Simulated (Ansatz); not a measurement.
Consider the following.

```
NaBr
1.0
    4.26808     0.00000     0.00000
    0.00000     4.26808     0.00000
    0.00000     0.00000    15.00000
Br Na
1 1
Direct
  0.25000   0.75000   0.50000
  0.75000   0.25000   0.50000
```

No spin polarisation.

Method: DFT with PBE, PAW potentials and a 420 eV plane-wave cutoff in Ansatz (an electronic-structure program), no spin-orbit coupling. Γ-centred 8×8×1 mesh, Fermi–Dirac width 0.05 eV. The cell is a slab with vacuum along z.

Task: What band gap does the calculation give?

Result: 4.11 eV.

Task: What is the computed smallest direct gap?

Result: 4.23 eV.

Task: What is the computed gap character?

Result: Indirect, M → Γ.

Task: What layer's space group (with vacuum) does the calculation give?

Result: P4/mmm (No. 123).

No phonon test of stability was made. The cell was made from NaBr in the rock salt structure (space group Fm-3m, No. 225) by this change: a free-standing slab of 1 layer (2 atoms, 2 a layer) is cut normal to the z axis, with 15 Å of vacuum and the in-plane cell held at bulk; forces were under the threshold from the start, so the atoms kept their bulk positions.
